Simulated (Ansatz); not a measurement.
# Ga2O3: the cell at several levels of theory

One table from this session's results is given with a row withheld; the runs are named, their logs left out.

The COD cell was measured well above room temperature, so it is larger than a cold one.

The runs shown are made with Ansatz 0.2.0. PAW datasets, plane waves, zero pressure. Computed at 0 K without zero-point motion; spin polarisation is off.

**The cell**

The symmetry is R-3c (No. 167, trigonal); conventional cell a = 4.999 Å, c = 13.501 Å, 9.74 Å³ an atom. Ga has 6 O at 1.93–2.08 Å; O has 4 Ga at 1.93–2.08 Å.

The structure in full:

```
Ga O
1.0
     2.49973    1.44322    4.50032
    -2.49973    1.44322    4.50032
     0.00000   -2.88643    4.50032
Ga O
4 6
Direct
  0.35596 0.35596 0.35596
  0.14404 0.14404 0.14404
  0.64404 0.64404 0.64404
  0.85596 0.85596 0.85596
  0.55260 0.94740 0.25000
  0.25000 0.55260 0.94740
  0.94740 0.25000 0.55260
  0.44740 0.05260 0.75000
  0.75000 0.44740 0.05260
  0.05260 0.75000 0.44740
```

The first run:

input.yaml

```yaml
crystal:
  lattice:
    - [2.499725, 1.4432169017, 4.5003166667]
    - [-2.499725, 1.4432169017, 4.5003166667]
    - [0.0, -2.8864338033, 4.5003166667]
  atoms:
    - { symbol: Ga, position: [0.35596, 0.35596, 0.35596] }
    - { symbol: Ga, position: [0.14404, 0.14404, 0.14404] }
    - { symbol: Ga, position: [0.64404, 0.64404, 0.64404] }
    - { symbol: Ga, position: [0.85596, 0.85596, 0.85596] }
    - { symbol: O, position: [0.5526, 0.9474, 0.25] }
    - { symbol: O, position: [0.25, 0.5526, 0.9474] }
    - { symbol: O, position: [0.9474, 0.25, 0.5526] }
    - { symbol: O, position: [0.4474, 0.0526, 0.75] }
    - { symbol: O, position: [0.75, 0.4474, 0.0526] }
    - { symbol: O, position: [0.0526, 0.75, 0.4474] }
kpoints:
  mp_grid: { grid: [6, 6, 6] }
hamiltonian:
  xc: pbe
scf:
  occupations: { method: fermi_dirac, width: 0.02 }
relax:
  f_tol: 0.005
  cell: {}
```

Command:

```sh
> ansatz run input.yaml --threads 4 --pin off --max-ram 9216MiB --backend cpu --events-out ev --progress --plain --runs-dir out
```

Steps of the session up to this table: PBE: cell and atoms; r2SCAN: cell and atoms; PBEsol: cell and atoms; Relaxing with LDA.

One of the session's tables, all rows but one given; the rest of the session is left out.

It belongs to the step «The cells side by side». 

```
 level  a (Å)   c (Å)  volume (Å³/atom)
   PBE  5.058  13.623            10.059
r2SCAN      ?       ?                 ?
PBEsol  5.000  13.449             9.708
   LDA  4.950  13.306             9.412
```

Q: Estimate the row for r2SCAN from the others.

As computed: a (Å): 4.985; c (Å): 13.442; volume (Å³/atom): 9.641. In the column «a (Å)» it lies between LDA (4.950) and PBEsol (5.000).

In words: From the start to the first minimum the volume moved by +3.3 %. LDA gives the smallest cell and PBE the largest; they differ by 6.9 % in volume, a mean of 2.2 % in length.
